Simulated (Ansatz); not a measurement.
**BaF2 (Fm-3m): cell relaxations under several functionals from a Python script**

The task is cell relaxations under several functionals, for BaF2 (Fm-3m).

Program: Ansatz 0.2.0, driven from Python. The levels of theory stand in the script. These are calculated values, not measurements.

## (1) The system

It takes space group Fm-3m (No. 225, cubic). The conventional cell has a = 6.200 Å, b = 6.200 Å, c = 6.200 Å, α = 90.00°, β = 90.00°, γ = 90.00°. Ba (site symmetry m-3m) is surrounded by 8 F at 2.68 Å. Around F (site symmetry -43m) lie 4 Ba at 2.68 Å.

The script holds or builds the structure itself.

## (2) The script

lattice_baf2.py reads:

```python
# -*- coding: utf-8 -*-
import warnings

import ansatz as az
import numpy as np

def edges_and_angles(cell):
    cell = np.asarray(cell)
    a, b, c = np.linalg.norm(cell, axis=1)
    cosines = cell[1] @ cell[2] / (b * c), cell[0] @ cell[2] / (a * c), cell[0] @ cell[1] / (a * b)
    return (a, b, c, *np.degrees(np.arccos(cosines)))


def main():
    warnings.simplefilter("ignore", az.DeckWarning)

    lattice = az.Lattice.of(
        (0.0, 3.10005, 3.10005),
        (3.10005, 0.0, 3.10005),
        (3.10005, 3.10005, 0.0),
    )
    sites = [
        ("Ba", (0.0, 0.0, 0.0)),
        ("F", (0.25, 0.25, 0.25)),
        ("F", (0.75, 0.75, 0.75)),
    ]
    crystal = az.Crystal(lattice=lattice)
    for symbol, position in sites:
        crystal = crystal.atom(symbol, position)

    setup = (
        crystal.calculation()
        .basis(470)
        .kpoints(5)
        .occupations("fixed")
        .relax(cell=True, force_tolerance=0.01)
    )

    levels = [("r2scan", "d4"), ("pbe", "d4"), ("pbe", "none")]
    print("level            a       b       c    alpha   beta  gamma  V/atom  steps")
    for name, dispersion in levels:
        seen = []
        run = setup.functional(name, dispersion=dispersion).session().plan()
        outcome = run.execute(on_event=lambda e: seen.append(e) if e["event"] == "relax_step" else None)
        cell = outcome.lattice.cell_ang
        label = name if dispersion == "none" else f"{name}+{dispersion}"
        print("{:13s} {:7.4f} {:7.4f} {:7.4f} {:6.2f} {:6.2f} {:6.2f}".format(label, *edges_and_angles(cell)), f"{abs(np.linalg.det(cell)) / len(outcome.lattice.sites):7.3f} {len(seen):5d}")


if __name__ == "__main__":
    main()
```

## (3) The run

On the command line:

```
$ python lattice_baf2.py
```

**Question.** Rank the levels of theory by the volume of the relaxed cell.

**Answer**, as computed:

| quantity | value |
| --- | --- |
| runs compared | 3 |
| BaF2 (run 1): relaxed volume, space group | 19.70 Å³/atom, Fm-3m |
| BaF2 (run 2): relaxed volume, space group | 19.97 Å³/atom, Fm-3m |
| BaF2 (run 3): relaxed volume, space group | 20.31 Å³/atom, Fm-3m |

What this shows: Run 1 has a cutoff under the recommended one, so what rests on it isn't a property of the system. From smallest to largest: r2SCAN+D4 (19.70 Å³ an atom, -0.8 % against the start), PBE+D4 (19.97 Å³ an atom, +0.6 % against the start) and PBE (20.31 Å³ an atom, +2.2 % against the start). The spread is 3.1 % in volume. In run 3, the volume grew by 2.2 % over 1 move, and the space group stayed Fm-3m. The cutoff lies under the one recommended for these potentials in some of the runs. Forces vanish by symmetry, so the ions can't move, and the end may be a saddle. Edges and angles that the script prints are those of the cell as typed, here a primitive one.
